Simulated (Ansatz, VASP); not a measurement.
## Two plane-wave programs on ZrH

```
Zr H
1.0
     3.24279    0.00000    0.00000
     0.00000    3.24279    0.00000
     0.00000    0.00000    4.94800
Zr H
2 2
Direct
  0.00000 0.50000 0.00000
  0.50000 0.00000 0.50000
  0.00000 0.00000 0.75000
  0.00000 0.00000 0.25000
```

Alike in both runs: task single point; functional LDA; k mesh 14 × 14 × 10; occupations gaussian, width 0.15 eV; no spin polarisation.

|  | VASP | Ansatz |
| --- | --- | --- |
| version | VASP 6.6.1 | Ansatz 0.2.0 |
| potentials or method | VASP PAW LDA potentials, release 64 (Zr_sv, H) | scalar-relativistic, plane waves, PAW |
| plane-wave cutoff (eV) | 520 | 420 |
| valence electrons in the cell | 26 | 26 |

```csv
,VASP,Ansatz,Ansatz less VASP
gap on the k mesh at the Fermi level (eV),none,none,-
pressure (GPa),-5.0,-5.1,-0.14
largest component of the traceless stress (GPa),1.17,1.14,-0.030
```

A gap of «none» marks a metal or a gap that the smearing closes.
